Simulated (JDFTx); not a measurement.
## Ge in JDFTx: convergence with rho ratio

Input of the first run (rho ratio 4); the others differ in this setting and in those tied to it:

Contents of Ge.in:

```
lattice \
   -2.9433353665     3.1217179538     2.9563102261 \
    3.0275850263    -3.0451235745     3.0581003238 \
    3.4545837620     3.6228128508    -3.4696429895
coords-type Lattice
ion Ge     0.4907840000     0.4632860000    -0.0521830000 1

ion-species pseudo/Ge.upf
elec-cutoff 39
elec-ex-corr gga-PBEsol
kpoint-folding 8 8 8
elec-smearing Fermi 0.0018374661
elec-n-bands 13
electronic-SCF nIterations 100 energyDiffThreshold 1e-09
electronic-minimize nIterations 30 energyDiffThreshold 1e-7
forces-output-coords Cartesian

dump-name run.$VAR
dump End Ecomponents EigStats BandEigs Kpoints Forces Stress
```

Potentials or basis: PseudoDojo-SR-PBEsol-0.4.1-standard with smoothed tails.

Launch:

```console
$ jdftx -c 1 -i Ge.in -o Ge.out
```

The cell isn't the ideal one: cell strained at random at fixed volume.

The cell was built by a generator and needn't be a form met in nature.

Hardware: 1 thread of Arm Neoverse V2, with other jobs on the host.

| rho ratio | energy less the tightest run, at zero smearing (meV/atom) | SCF cycles | CPU time (s) | peak memory (GiB) |
| --- | --- | --- | --- | --- |
| 4 | 0.00 | 10 | 88 | 0.23 |
| 5 | 0.00 | 10 | 96 | 0.23 |
| 6 | 0.00 | 10 | 97 | 0.23 |
| 8 | 0.00 | 10 | 100 | 0.23 |
| 10 | 0.00 | 10 | 110 | 0.24 |

Against the tightest run, the energy stays within 1 meV/atom from 4 on. The tightest run that finished is the yardstick and may itself not be fully converged.

Caveat, for the tightest run too: the k mesh is coarse.
